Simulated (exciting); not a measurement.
# Pr under changes of volume

One of the cells (37.643 Å³/atom); the others are scaled copies at fixed shape and fractional positions:

```
CELL_PARAMETERS angstrom
-2.11126 2.11126 2.11126
2.11126 -2.11126 2.11126
2.11126 2.11126 -2.11126
ATOMIC_POSITIONS crystal
Pr 0.00000 0.00000 0.00000
```

This isn't the form of Pr at room conditions, which is double hcp.

```yaml
Program: exciting (release sodium)
Functional: PBEsol
Potentials_or_basis: all-electron LAPW+lo, shipped species files, valence relativity iora*
rgkmax: 9.5
k_mesh: 9 × 9 × 9
Occupations: fermi-dirac, width 0.05 eV
Spin: collinear spin, ferromagnetic start
```

```tsv
volume (Å³/atom)	energy over the lowest point (meV/atom)	moment (μB per cell)
34.691	0.00	3.00
36.167	?	?
36.905	84.96	3.03
37.643	36.15	2.83
38.381	58.30	2.83
39.119	80.10	2.84
```

Task: What does the run at 36.167 Å³/atom give?

Result: Energy over the lowest point 55.70 meV/atom; moment 3.02 μB per cell.

The energies don't lie on one smooth curve, so no fit is given. The run at 37.643 Å³/atom lies farthest off, from a change of basis, grid or state.

Energies are extrapolated to zero smearing.

Caveats: the magnetic or orbital state may not be the lowest; the free energy is that total less TS from the occupations.
